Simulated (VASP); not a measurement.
Wanted: an ASE script for a VASP 6.6.1 run.

```
Task                   : density of states
Functional             : AM05
Potentials or basis    : VASP PAW PBE potentials, release 64 (Co, Al)
Cutoff                 : 520 eV
k mesh                 : 9 × 9 × 9
Occupations            : methfessel-paxton, width 0.2 eV
Spin                   : collinear spin, zero start
Starting moments       : [0.0, 0.0] μB
Further INCAR settings : ALGO = Normal; EDIFF = 1.00e-06; NBANDS = 17
```

The structure of AlCo lies in AlCo.xyz:

```xyz
2
Lattice="2.8194032100 0.0000000000 0.0000000000 0.0000000000 2.8194032100 0.0000000000 0.0000000000 0.0000000000 2.8194032100" Properties=species:S:1:pos:R:3 pbc="T T T"
Co     1.4097016050      1.4097016050      1.4097016050
Al     0.0000000000      0.0000000000      0.0000000000
```

The cell is a database's computed one.

One way to write it, as run:

run.py

```python
from ase.calculators.vasp import Vasp
from ase.dft.dos import DOS
from ase.io import read

atoms = read('AlCo.xyz')
calc = Vasp(
    directory='calc',
    xc='am05',
    pp='PBE',
    setups='recommended',
    prec='Accurate',
    encut=520,
    ediff=1e-06,
    ismear=1,
    sigma=0.2,
    lreal=False,
    lasph=True,
    nelm=120,
    algo='Normal',
    isif=2,
    lwave=False,
    lcharg=False,
    ispin=2,
    lorbit=11,
    lmaxmix=4,
    kpts=[9, 9, 9],
    gamma=True,
    nbands=17,
)
atoms.calc = calc

print('energy (eV):', atoms.get_potential_energy())
print('free energy (eV):', atoms.get_potential_energy(force_consistent=True))
print('forces (eV/A):')
print(atoms.get_forces())
print('stress (eV/A^3, Voigt):', atoms.get_stress())
print('Fermi level (eV):', calc.get_fermi_level())
print('moment (muB):', atoms.get_magnetic_moment())
print('site moments (muB):', atoms.get_magnetic_moments())
dos = DOS(calc, width=0.1, window=(-10, 10), npts=201)
print('E - E_F (eV), DOS (1/eV)')
for e, g in zip(dos.get_energies(), dos.get_dos()):
    print(f'{e:8.3f} {g:10.4f}')
```

Potentials or basis: VASP PAW PBE potentials, release 64 (Co, Al).

Launch:

```console
$ python run.py
```

It gave:

The pressure is 0.5 GPa. The band gap on the k mesh is none (metal or under the smearing width). The net moment is 0.00 μB per cell and the valence electrons inside the program's atomic spheres are Co 8.51; Al 0.84.

Caveat: the PAW data sets were made with another functional, which shifts forces and pressure a little.

It took 17 s on 1 thread of Intel(R) Xeon(R) 6975P-C (Granite Rapids), with other jobs on the host, peak memory 0.15 GiB.
